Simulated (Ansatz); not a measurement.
# TiAl3: the cost of one run

Program: Ansatz 0.2.0. Level of theory: DFT PBEsol, scalar-relativistic, plane waves, PAW. These are calculated values, not measurements.

2 further runs of the same task are left out: 2 set aside as unsound or not needed.

## (1) The structure to begin with

The structure is tetragonal, space group I4/mmm (No. 139). The conventional cell has a = 3.816 Å, b = 3.816 Å, c = 8.554 Å, α = 90.00°, β = 90.00°, γ = 90.00°. Ti (site symmetry 4/mmm) is surrounded by 12 Al at 2.70 to 2.87 Å. Al (site symmetry 4/mmm) has 4 Ti at 2.70 Å and 8 Al at 2.87 Å in its first shell of neighbours. Al (site symmetry -4m2) has 8 Al at 2.70 to 2.87 Å and 4 Ti at 2.87 Å in its first shell of neighbours.

Structure file:

```
CELL_PARAMETERS angstrom
1.90777 -1.90777 -4.27700
1.90777 -1.90777 4.27700
-3.81555 -3.81555 0.00000
ATOMIC_POSITIONS crystal
Ti 0.50000 0.50000 0.50000
Ti 0.00000 0.00000 0.00000
Al 0.00000 0.00000 0.50000
Al 0.50000 0.50000 0.00000
Al 0.00000 0.50000 0.25000
Al 0.50000 0.00000 0.75000
Al 0.50000 0.00000 0.25000
Al 0.00000 0.50000 0.75000
```

It goes back to an entry of the Materials Project, which need not be the stable form.

It is built from the cell relaxed beforehand with the same method (15.57 Å³/atom).

## (2) The undisturbed cell

input.yaml reads:

```yaml
crystal:
  lattice:
    - [1.9077740734, -1.9077740734, -4.2769968073]
    - [1.9077740734, -1.9077740734, 4.2769968073]
    - [-3.8155481468, -3.8155481468, 0.0]
  atoms:
    - { symbol: Ti, position: [0.5, 0.5, 0.5] }
    - { symbol: Ti, position: [0.0, 0.0, 1.0] }
    - { symbol: Al, position: [0.0, 0.0, 0.5] }
    - { symbol: Al, position: [0.5, 0.5, 1.0] }
    - { symbol: Al, position: [0.0, 0.5, 0.25] }
    - { symbol: Al, position: [0.5, 0.0, 0.75] }
    - { symbol: Al, position: [0.5, 0.0, 0.25] }
    - { symbol: Al, position: [0.0, 0.5, 0.75] }
basis:
  ecutwfc: 420
kpoints:
  mp_grid: { grid: [8, 8, 6] }
hamiltonian:
  xc: pbesol
scf:
  occupations: { method: gaussian, width: 0.15 }
output:
  forces: true
  stress: true
  eigenvalues: true
```

Started as:

```sh
$ ansatz run input.yaml --threads 2 --pin off --max-ram 5120MiB --backend cpu --events-out ev --progress --plain --runs-dir out
```

What time and memory should one allow on 2 threads of Arm Neoverse V2, shared host?

About 7.4 s, with a peak of 0.52 GiB.
